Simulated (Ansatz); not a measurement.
# ZnGeP2: band gap under strain

How does strain move the band edges of ZnGeP2 in the database structure, and do the functionals agree on it? States: +3.0 % biaxial strain in x and y, free along z.

Code: Ansatz 0.2.0. PAW datasets, plane waves. Calculated at 0 K for a non-magnetic cell.

## 1. Starting point

The unstrained cell was relaxed with r2SCAN; in each strained cell the atoms were relaxed again with r2SCAN. Names of k-points are those of the unstrained zone, where strain can split equivalent points. First state: +3.0 % biaxial strain in x and y, free along z.

The symmetry is I-42d (No. 122, tetragonal); a = 5.610 Å, c = 10.440 Å in the conventional setting, 20.54 Å³ an atom. Around Zn lie 4 P at 2.40 Å; around Ge lie 4 P at 2.35 Å; around P lie 2 Ge at 2.35 Å and 2 Zn at 2.40 Å.

As a file:

```
CELL_PARAMETERS angstrom
-2.80504 2.80504 5.21991
2.80504 -2.80504 5.21991
2.80504 2.80504 -5.21991
ATOMIC_POSITIONS crystal
Zn 0.75000 0.25000 0.50000
Zn 0.00000 0.00000 0.00000
Ge 0.25000 0.75000 0.50000
Ge 0.50000 0.50000 0.00000
P 0.13182 0.62500 0.00682
P 0.87500 0.86818 0.49318
P 0.37500 0.38182 0.50682
P 0.61818 0.12500 0.99318
```

From earlier runs on the unstrained cell: PBE 1.21 eV, r2SCAN 1.43 eV, HSE06 1.89 eV; a = 5.447 Å, c = 10.731 Å.

## 2. +3.0 % biaxial strain in x and y, free along z: PBE

Contents of input.yaml:

```yaml
crystal:
  lattice:
    - [-2.8050408024, 2.8050408024, 5.2199103843]
    - [2.8050408024, -2.8050408024, 5.2199103843]
    - [2.8050408024, 2.8050408024, -5.2199103843]
  atoms:
    - { symbol: Zn, position: [0.75, 0.25, 0.5] }
    - { symbol: Zn, position: [0.0, 0.0, 0.0] }
    - { symbol: Ge, position: [0.25, 0.75, 0.5] }
    - { symbol: Ge, position: [0.5, 0.5, 0.0] }
    - { symbol: P, position: [0.131818148, 0.625, 0.006818148] }
    - { symbol: P, position: [0.875, 0.868181852, 0.493181852] }
    - { symbol: P, position: [0.375, 0.381818148, 0.506818148] }
    - { symbol: P, position: [0.618181852, 0.125, 0.993181852] }
kpoints:
  mp_grid: { grid: [6, 6, 6] }
  band_path:
    path:
      - [0.0, 0.0, 0.0]
      - [0.0, 0.0, 0.5]
      - [0.25, 0.25, 0.25]
      - [0.0, 0.5, 0.0]
      - [0.5, 0.5, -0.5]
      - [0.3144035238, 0.6855964762, -0.3144035238]
      - [-0.3144035238, 0.3144035238, 0.3144035238]
      - [-0.1288070476, 0.1288070476, 0.5]
      - [0.5, 0.5, -0.1288070476]
      - [0.15625, 0.15625, -0.15625]
    npoints: 1
hamiltonian:
  xc: pbe
scf:
  occupations: { method: fermi_dirac, width: 0.02 }
  n_extra_bands: 6
output:
  forces: true
  stress: true
  eigenvalues: true
```

Run with:

```sh
$ ansatz run input.yaml --threads 2 --pin off --max-ram 29491MiB --backend cpu --events-out ev --progress --plain --runs-dir out
```

Further steps of the session: +3.0 % biaxial strain in x and y, free along z: r2SCAN; +3.0 % biaxial strain in x and y, free along z: HSE06.

Q: Predict the outcome of this session.

**Answer**, as computed:

Least gap in eV (negative: overlap), with the change from the unstrained cell in brackets:

```
                                         state  volume change (%)           PBE        r2SCAN         HSE06
+3.0 % biaxial strain in x and y, free along z               +3.2  1.00 (-0.21)  1.21 (-0.22)  1.67 (-0.22)
```

**Reading.** The HSE06 gap moves by -0.219 eV under +3.0 % biaxial strain in x and y, free along z. PBE and HSE06 differ by 0.68 eV on the unstrained gap, and by at most 0.01 eV on its change: the two disagree on the size of the gap but agree on its response to strain.
